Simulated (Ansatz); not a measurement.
# Co (P6_3/mmc) in Ansatz: further runs, part 2 of 2

Ansatz 0.2.0.

### Step 3. Band structure, LDA, collinear spin, ferromagnetic start

input.yaml reads:

```yaml
crystal:
  lattice:
    - [2.4719999032, 0.0, 0.0]
    - [-1.2359999516, 2.1408147143, 0.0]
    - [0.0, 0.0, 4.02114408]
  atoms:
    - { symbol: Co, position: [0.6666666667, 0.3333333333, 0.75], spin: 2.0 }
    - { symbol: Co, position: [0.3333333333, 0.6666666667, 0.25], spin: 2.0 }
kpoints:
  mp_grid: { grid: [12, 12, 7] }
  band_path:
    path:
      - [0.0, 0.0, 0.0]
      - [0.5, 0.0, 0.0]
      - [0.3333333333, 0.3333333333, 0.0]
      - [0.0, 0.0, 0.0]
      - [0.0, 0.0, 0.5]
      - [0.5, 0.0, 0.5]
      - [0.3333333333, 0.3333333333, 0.5]
      - [0.0, 0.0, 0.5]
    npoints: 12
scf:
  occupations: { method: fermi_dirac, width: 0.05 }
hamiltonian:
  xc: lda
  pseudopotentials: { kind: all_electron, lapw: { basis_error: 0.001 } }
magnetization:
  spin_polarized: true
output:
  forces: true
  stress: true
  eigenvalues: true
```

Potentials or basis: all-electron LAPW, scalar-relativistic.

The run is started by

```sh
ansatz run input.yaml --threads 2 --pin off --max-ram 6144MiB --backend cpu --events-out ev --progress --plain --runs-dir out
```

What it wrote:

```text
Warning: RAYON_NUM_THREADS=2 ignored (pool sized by the plan → 2); use --threads N
LAPW: plane waves up to 9.097 Å⁻¹, error target 1.0e-3 eV per atom; small_component_spin mean_spin; Co in spheres of 1.233 Å, 17 of its electrons in bands, Dirac shells [] (how accurate: hamiltonian.pseudopotentials.lapw.basis_error, Limitations)
Engine: ansatz 0.2.0, aarch64-unknown-linux-gnu
Pseudopotentials: kind: all_electron
Pseudopotential: Co, LAPW, valence charge 17, lapw/all_electron/scalar/gaussian/Co, Koelling and Harmon's equation, gaussian nucleus
Functional definition: SPW92
  exchange = slater_x
  correlation = pw_c
Crystal: 2 atoms, lattice volume = 21.280 Å³
Basis set: ecut = 315.30229913323427 eV, 287 PW (Γ), exchange–correlation at level 2
Bands: 23, of which v1, the nominal top of the filled ones, is band 17 counted from 1 (16 counted from 0)
Symmetry: 24 space group operations
Space group: P63/mmc (ITA 194), of the structure as read, at distance tolerance 2.8e-5 Å
Magnetic group: BNS 194.263 (UNI 1493), of the structure as read, at distance tolerance 2.8e-5 Å
k-points: 76 of 1008
Non-local potential: Co, projectors of the file, none
Initial density: superposition of atomic densities (chi_scale 0.1, normalization cell)
Starting moments: Σ|m| = 4 μB on 2 of 2 sites
Initial wavefunctions: plane waves of lowest kinetic energy (no species holds an atomic orbital)
[... 20 lines left out ...]
Free energy (F): -75708.534697 eV
Harris-Foulkes:  -75708.534697 eV  (|F-HF|=2.33e-10)
Internal energy: -75708.518415 eV  (E = F + TS)
E sigma→0 (E₀):  -75708.526556 eV
Entropy (-TS):   -0.016282 eV (-8.141 meV/atom)
Fermi energy:    19.064992 eV
--- Per-component energies (eV) ---
  E_band       = -466.278385
  E_kinetic    = 76795.585254
  E_xc         = -3120.319577
  E_electrostatic = -149383.784092  (all electrons and nuclei)
  E_smearing   = -0.016282  (= −TS)
  E_closure    = 0.000000  (closes the sum)
  E_atoms      = -75689.688605  (free atoms, spherical and without spin; not in F)
  Σ components = -75708.534697   (vs F -75708.534697, Δ=0.00e0)
  Basis errors (estimates in eV, not in F): energy 2.0e-4 per atom: plane waves 2.0e-4 (9.9e-5 summed), levels above the bands 1.2e-87, relativity 3.0e-9, radial functions 6.0e-6, core shells 1.0e-9; eigenvalues (radial functions only) 1.0e-6; not estimated: angular momenta, meshes, grids; target (lapw.basis_error) 1.0e-3; muffin-tin radii Co 1.233 Å
--- Forces (eV/Å), atoms counted from 1 ---
  atom   1  Co    -0.00000000    -0.00000000     0.00000000
  atom   2  Co     0.00000000     0.00000000     0.00000000
  max |Σ_I F_I| component: 4.63e-18 eV/Å
--- Stress (GPa, compression-positive) ---
      -13.858751       0.000000       0.000000
        0.000000     -13.858751       0.000000
        0.000000       0.000000     -16.563170
  P = ⅓ Tr σ = -14.7602 GPa (-147.602 kbar)
--- Band table (eV; the first three rows and the last of 152) ---
  k-point 0 ↑: bands = ["-76.0742", "-76.0110", "-39.8969", "-39.5854", "-39.5854", "-39.5383", "-39.5345", "-39.5345", "9.9295", "13.8280", "16.4870", "16.5500", "16.5500", "16.8736", "16.8736", "17.2728", "17.2728", "18.4137", "18.4137", "18.8220", "25.5058", "41.0888", "43.8163"]
  k-point 1 ↑: bands = ["-76.0711", "-76.0141", "-39.8794", "-39.5829", "-39.5829", "-39.5563", "-39.5371", "-39.5371", "10.1367", "13.7744", "16.4321", "16.5001", "16.5001", "16.8177", "16.8177", "17.3980", "17.3980", "18.0878", "18.4010", "18.4010", "26.6571", "40.9831", "42.7271"]
  k-point 2 ↑: bands = ["-76.0623", "-76.0229", "-39.8302", "-39.6066", "-39.5759", "-39.5759", "-39.5441", "-39.5441", "10.7388", "13.4833", "16.2938", "16.4395", "16.4395", "16.6840", "16.6840", "16.8846", "17.6685", "17.6685", "18.3395", "18.3395", "29.2248", "39.1799", "41.3880"]
  k-point 75 ↓: bands = ["-74.1121", "-74.1121", "-38.0101", "-38.0101", "-37.9499", "-37.9244", "-37.7774", "-37.7774", "16.3521", "16.4237", "16.4237", "16.4447", "17.3046", "17.3046", "18.7159", "18.9800", "20.1371", "20.1371", "25.5825", "25.5825", "26.7202", "27.9852", "29.5605"]
```

bands.tsv:

```text
[... 99 lines left out ...]
```

It took 28 s on 2 threads of Arm Neoverse V1, shared host; peak memory 0.53 GiB.

What came out:

- Free energy: -75708.5347 eV
- Pressure: -14.8 GPa
- Band gap along the path: none (metal or under the smearing width)
- Net moment: 3.09 μB per cell
- Absolute moment: 3.31 μB per cell
- Site moments: Co +1.58 μB

Levels at the corners of the path, in eV from the Fermi level:
Spin up:
```tsv
point	band 15	band 16	band 17	band 18	band 19	band 20	band 21	band 22	band 23
Γ	-2.19	-1.79	-1.79	-0.65	-0.65	-0.24	6.44	22.02	24.75
M	-2.12	-0.50	-0.42	-0.35	1.42	3.45	9.72	10.35	12.89
K	-1.84	-0.78	-0.78	-0.66	4.63	5.43	5.43	12.41	13.18
Γ	-2.19	-1.79	-1.79	-0.65	-0.65	-0.24	6.44	22.02	24.75
A	-2.58	-2.58	-0.98	-0.98	-0.98	-0.98	14.99	14.99	22.73
L	-0.95	-0.95	-0.41	-0.41	1.59	1.59	7.44	7.44	18.48
H	-1.79	-1.79	-0.60	-0.60	5.82	5.82	7.47	7.47	9.69
A	-2.58	-2.58	-0.98	-0.98	-0.98	-0.98	14.99	14.99	22.73
```
Spin down:
| point | band 12 | band 13 | band 14 | band 15 | band 16 | band 17 | band 18 | band 19 | band 20 | band 21 |
| --- | --- | --- | --- | --- | --- | --- | --- | --- | --- | --- |
| Γ | -1.04 | -1.04 | -0.67 | -0.67 | -0.20 | -0.20 | -0.09 | 1.05 | 1.05 | 7.45 |
| M | -1.81 | -1.18 | -1.11 | -0.69 | 1.20 | 1.31 | 1.37 | 2.63 | 4.43 | 10.27 |
| K | -2.69 | -1.45 | -1.45 | -0.38 | 0.89 | 0.89 | 1.04 | 5.47 | 6.23 | 6.23 |
| Γ | -1.04 | -1.04 | -0.67 | -0.67 | -0.20 | -0.20 | -0.09 | 1.05 | 1.05 | 7.45 |
| A | -1.63 | -1.10 | -1.10 | -1.10 | -1.10 | 0.69 | 0.69 | 0.69 | 0.69 | 15.53 |
| L | -2.49 | -0.10 | -0.10 | 0.28 | 0.28 | 1.30 | 1.30 | 2.29 | 2.29 | 8.36 |
| H | -2.62 | -1.78 | -1.78 | -0.24 | -0.24 | 1.08 | 1.08 | 6.54 | 6.54 | 8.27 |
| A | -1.63 | -1.10 | -1.10 | -1.10 | -1.10 | 0.69 | 0.69 | 0.69 | 0.69 | 15.53 |

### Step 4. Band structure, RPBE, collinear spin, ferromagnetic start

Changes to input.yaml since step 3:

```diff
@@ -20,3 +20,3 @@
       - [0.0, 0.0, 0.5]
-    npoints: 12
+    npoints: 10
 scf:
@@ -24,3 +24,3 @@
 hamiltonian:
-  xc: lda
+  xc: rpbe
   pseudopotentials: { kind: all_electron, lapw: { basis_error: 0.001 } }
```

The run is started by

```sh
ansatz run input.yaml --threads 2 --pin off --max-ram 6144MiB --backend cpu --events-out ev --progress --plain --runs-dir out
```

Run time: 26 s. Hardware: 2 threads of Arm Neoverse V1, shared host; peak memory 0.51 GiB.

It converged, with:

* Free energy: -75844.9182 eV
* Pressure: 10.8 GPa
* Band gap along the path: none (metal or under the smearing width)
* Net moment: 3.24 μB per cell
* Absolute moment: 3.60 μB per cell
* Site moments: Co +1.68 μB

Stress tensor (GPa, compression positive):
```
11.70  0.00  0.00
 0.00 11.70  0.00
 0.00  0.00  8.95
```

Levels at the corners of the path, in eV from the Fermi level:
Spin up:
| point | band 17 | band 18 | band 19 | band 20 | band 21 | band 22 |
| --- | --- | --- | --- | --- | --- | --- |
| Γ | -1.97 | -0.86 | -0.86 | -0.25 | 6.38 | 21.96 |
| M | -0.63 | -0.55 | 1.30 | 3.37 | 9.72 | 10.40 |
| K | -0.97 | -0.87 | 4.53 | 5.40 | 5.40 | 12.44 |
| Γ | -1.97 | -0.86 | -0.86 | -0.25 | 6.38 | 21.96 |
| A | -1.18 | -1.18 | -1.18 | -1.18 | 14.97 | 14.97 |
| L | -0.61 | -0.61 | 1.56 | 1.56 | 7.39 | 7.39 |
| H | -0.79 | -0.79 | 5.78 | 5.78 | 7.37 | 7.37 |
| A | -1.18 | -1.18 | -1.18 | -1.18 | 14.97 | 14.97 |
Spin down:
```
point  band 13  band 14  band 15  band 16  band 17  band 18  band 19  band 20
    Γ    -0.97    -0.59    -0.59    -0.38    -0.13    -0.13     1.11     1.11
    M    -1.11    -1.09    -0.65     1.27     1.38     1.44     2.60     4.37
    K    -1.42    -1.42    -0.33     0.95     0.95     1.11     5.33     6.17
    Γ    -0.97    -0.59    -0.59    -0.38    -0.13    -0.13     1.11     1.11
    A    -1.03    -1.03    -1.03    -1.03     0.76     0.76     0.76     0.76
    L    -0.03    -0.03     0.20     0.20     1.37     1.37     2.21     2.21
    H    -1.82    -1.82    -0.18    -0.18     1.14     1.14     6.41     6.41
    A    -1.03    -1.03    -1.03    -1.03     0.76     0.76     0.76     0.76
```

### Step 5. Phonons, PBEsol, collinear spin, ferromagnetic start

input.yaml reads:

```yaml
crystal:
  lattice:
    - [2.4719999032, 0.0, 0.0]
    - [-1.2359999516, 2.1408147143, 0.0]
    - [0.0, 0.0, 4.02114408]
  atoms:
    - { symbol: Co, position: [0.6666666667, 0.3333333333, 0.75], spin: 2.0 }
    - { symbol: Co, position: [0.3333333333, 0.6666666667, 0.25], spin: 2.0 }
kpoints:
  mp_grid: { grid: [9, 9, 5] }
scf:
  occupations: { method: fermi_dirac, width: 0.05 }
hamiltonian:
  xc: pbesol
  pseudopotentials: { kind: all_electron, lapw: { basis_error: 0.001 } }
magnetization:
  spin_polarized: true
output: {}
phonons:
  method: fd
  supercell: [1, 1, 1]
```

Potentials or basis: all-electron LAPW, scalar-relativistic.

The run is started by

```sh
ansatz run input.yaml --threads 2 --pin off --max-ram 6144MiB --backend cpu --events-out ev --progress --plain --runs-dir out
```

What it wrote:

```text
Warning: RAYON_NUM_THREADS=2 ignored (pool sized by the plan → 2); use --threads N
LAPW: plane waves up to 9.422 Å⁻¹, error target 1.0e-3 eV per atom; small_component_spin mean_spin; Co in spheres of 1.196 Å, 17 of its electrons in bands, Dirac shells [] (how accurate: hamiltonian.pseudopotentials.lapw.basis_error, Limitations)
[... 6 set-up lines as earlier in the session ...]
Crystal: 2 atoms, lattice volume = 21.280 Å³
Basis set: ecut = 338.2577022032041 eV, 313 PW (Γ), exchange–correlation at level 2
[... 78 lines left out ...]
  k-point 1 ↑: bands = ["-76.3571", "-76.3074", "-39.8858", "-39.6010", "-39.6007", "-39.6007", "-39.5602", "-39.5602", "10.5804", "13.9518", "16.6145", "16.6955", "16.6955", "16.9944", "16.9944", "17.7031", "17.7031", "17.8151", "18.5811", "18.5811", "27.8254", "40.9073", "42.0665"]
  k-point 2 ↑: bands = ["-76.3418", "-76.3228", "-39.7986", "-39.6898", "-39.5882", "-39.5882", "-39.5727", "-39.5727", "11.7062", "13.1517", "16.4120", "16.5415", "16.6657", "16.6657", "16.7922", "16.7922", "18.1057", "18.1057", "18.4298", "18.4298", "31.9608", "36.7164", "41.7165"]
  k-point 35 ↓: bands = ["-74.3300", "-74.3300", "-37.9427", "-37.9427", "-37.8918", "-37.8568", "-37.7163", "-37.7163", "16.5640", "16.6695", "16.6742", "16.6742", "17.5623", "17.5623", "18.9870", "19.3672", "20.4335", "20.4335", "25.7438", "25.7438", "26.6497", "28.4060", "29.9023"]
--- Phonons: 2 displaced members + reference (amplitude 0.01 Å, Σ member SCF iterations 17) ---
  symmetry images taken by strict's conditions (phonons.symmetry_images: auto; settled by no image being taken that strict refuses)
  ASR residual: 3.241e-5 → 0.000e0 eV/Å²; symmetrization residual: 2.665e-15 eV/Å²
  largest component of a force at the reference: 6.5e-17 eV/Å
  ASR residual per site (eV/Å²): 3.24e-5 3.24e-5
  Γ frequencies (cm⁻¹): 0.00 0.00 0.00 144.19 144.19 236.45
  density of states and harmonic sums: on the 29×29×15 q-mesh, interpolated from the force constants of a 1×1×1 supercell (no non-analytic term)
  largest difference from the sums on the solved wave vectors: F 5.74e-1 eV, S 8.32e-4 and C_V 2.58e-4 eV/K
  zero-point energy: 0.044850 eV/cell   skipped modes (ω ≤ 0): 3   left out of the sums: 3.96e-5 of the cell's modes: C_V's classical limit lies that fraction below 3 k_B per atom; for a crystal, a wire or a layer, F and S can be off by more, and a phonons.interpolated_qmesh denser along its periods is the remedy for the sampling
```

phthermo.tsv:

```text
# format = ansatz-phthermo/1
# interpolated_qmesh = 29 29 15
# force_constants_supercell = 1 1 1
# non_analytic_term = not included (the non-analytic LO-TO correction is not applied to the interpolated dynamical matrix; polar crystals: no LO-TO splitting at GAMMA, and LO and other optical branches, acoustic branches and sound speeds, and with them the density of states and the thermodynamics, can be off between the wave vectors that the force constants were sampled on, most near GAMMA; a larger extent of the force constants narrows that region and is not shown to mend the acoustic slopes)
# zero_point_energy_ev = 4.4849719629e-2
# n_skipped_modes = 3
# share_of_modes_left_out = 3.9635354736e-5
# rigid_motions_known_by = geometry
# t_k	f_vib_ev	s_ev_per_k	c_v_ev_per_k
0.0000	4.4849719629e-2	0.0000000000e0	0.0000000000e0
10.0000	4.4847800344e-2	8.1106409637e-7	2.6203175577e-6
20.0000	4.4811965742e-2	8.2686317996e-6	2.7968561819e-5
30.0000	4.4632877754e-2	3.0140472202e-5	8.8106354908e-5
40.0000	4.4164662774e-2	6.5239822421e-5	1.5920104160e-4
50.0000	4.3303057357e-2	1.0790441951e-4	2.2387374147e-4
[... 93 lines left out ...]
990.0000	-9.2240812893e-1	1.4502223272e-3	5.1554453871e-4
1000.0000	-9.3693630307e-1	1.4554038706e-3	5.1557381815e-4
```

It took 89 s on 2 threads of Arm Neoverse V1, shared host; peak memory 0.65 GiB.

What came out:

```yaml
Free_energy: -75768.8603 eV
Band_gap_on_the_k_mesh: none (metal or under the smearing width)
Net_moment: 3.07 μB per cell
Absolute_moment: 3.38 μB per cell
Site_moments: Co +1.59 μB
Highest_phonon_frequency_at_Γ: 236 cm⁻¹
```

Levels at points of the mesh, in eV from the Fermi level:
Spin up:
```tsv
k point	band 14	band 15	band 16	band 17	band 18	band 19	band 20	band 21	band 22	band 23
(0.00, 0.00, 0.00)	-2.28	-2.28	-1.90	-1.90	-0.77	-0.77	-0.32	6.38	21.92	24.76
```
Spin down:
```tsv
k point	band 13	band 14	band 15	band 16	band 17	band 18
(0.00, 0.00, 0.00)	-1.05	-0.68	-0.68	-0.32	-0.19	-0.19
```

Phonon frequencies in cm⁻¹ (negative: imaginary):
```tsv
q point	frequencies
(0.000, 0.000, 0.000)	0 0 0 144 144 236
```

Caveat: the k mesh is thin for a metal, which can move the energy by tens of meV per atom; a metal's response needs a denser mesh.

### Step 6. The runs side by side

| task | level | k mesh | cutoff (eV) | pressure (GPa) | moment (μB) |
| --- | --- | --- | --- | --- | --- |
| band structure | PBEsol | 12 × 12 × 7 | 315 | -5.8 | 3.20 |
| band structure | LDA | 12 × 12 × 7 | 315 | -14.8 | 3.09 |
| band structure | RPBE | 12 × 12 × 7 | 315 | 10.8 | 3.24 |
| phonons | PBEsol | 9 × 9 × 5 | 338 | - | 3.07 |

Alike in all rows: potentials or basis all-electron LAPW, scalar-relativistic; spin collinear, ferromagnetic start; cell as given; smearing fermi-dirac 0.05 eV; basis error allowed 0.001 eV/atom.

The pressure there spans -14.8 GPa (LDA) to 10.8 GPa (RPBE); a positive pressure means that this level wants a larger cell, a negative one a smaller.

Caveats: the k mesh is thin for a metal, which can move the energy by tens of meV per atom (some runs); a metal's response needs a denser mesh (some runs).

Compare energies only between runs with the same functional and basis.
